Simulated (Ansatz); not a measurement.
## TiO2: calculated against measured nuclear parameters

**What was measured.**

“Density functional theory-based electric field gradient database”, 2020, arXiv:2005.09255 quotes: |V_zz| at O 2.38 × 10²¹ V/m²; |V_zz| at Ti 2.21 × 10²¹ V/m².

Cell of run 1: an entry of the Crystallography Open Database (COD), atoms as given.

```yaml
crystal:
  lattice:
    - [4.59400, 0.00000, 0.00000]
    - [0.00000, 4.59400, 0.00000]
    - [0.00000, 0.00000, 2.95900]
  atoms:
    - { symbol: Ti, position: [0.00000, 0.00000, 0.00000] }
    - { symbol: Ti, position: [0.50000, 0.50000, 0.50000] }
    - { symbol: O, position: [0.30600, 0.30600, 0.00000] }
    - { symbol: O, position: [0.19400, 0.80600, 0.50000] }
    - { symbol: O, position: [0.69400, 0.69400, 0.00000] }
    - { symbol: O, position: [0.80600, 0.19400, 0.50000] }
```

Atom numbers follow the list; atoms alike are taken as one site, whose name carries the number of the first.

All runs are DFT with Ansatz 0.2.0 (plane waves and PAW, scalar-relativistic unless spin–orbit coupling is named, Γ-centred meshes, Fermi–Dirac smearing) in this cell.

Run 1: PBE, atoms as given; 420 eV, 7×7×10 k-points, smearing 0.02 eV.
Run 2: PBE, atoms relaxed; 420 eV, 7×7×10 k-points, smearing 0.02 eV.
Run 3: r2SCAN, at the relaxed atoms; 500 eV, 7×7×10 k-points, smearing 0.02 eV.
Run 4: LDA, at the relaxed atoms; 420 eV, 7×7×10 k-points, smearing 0.02 eV.
Run 5: PBEsol, at the relaxed atoms; 420 eV, 7×7×10 k-points, smearing 0.02 eV.

Relaxed positions (PBE, cell held):

```
CELL_PARAMETERS angstrom
4.59400 0.00000 0.00000
0.00000 4.59400 0.00000
0.00000 0.00000 2.95900
ATOMIC_POSITIONS crystal
Ti 0.00000 0.00000 0.00000
Ti 0.50000 0.50000 0.50000
O 0.30428 0.30428 0.00000
O 0.19572 0.80428 0.50000
O 0.69572 0.69572 0.00000
O 0.80428 0.19572 0.50000
```

The measured V_zz are derived from measured couplings with the nuclear moments that the source uses.

Question: What do the runs give for these quantities, and how close do they come?

Answer: 

```
    quantity       unit  measured  run 1  run 2  run 3  run 4  run 5
 |V_zz| at O  10²¹ V/m²      2.38   2.33   2.40   2.66   2.15   2.28
|V_zz| at Ti  10²¹ V/m²      2.21   2.65   2.01   2.07   1.83   1.89
```

For the |V_zz| at O, the closest is run 2 (+1 %), the farthest run 3 (+12 %). For the |V_zz| at Ti, the closest is run 3 (-6 %), the farthest run 1 (+20 %). Runs 1 and 2 differ in the positions of the atoms alone.

The runs hold the atoms at rest, while the measurements include thermal motion.

The cell isn't the equilibrium one in runs 1, 4 (calculated pressure 5, -8 GPa), and the entry's cell may itself be off. Run 1: The values hang on the deposited positions: relaxing the atoms moves V_zz on Ti from -2.65 to -2.01.
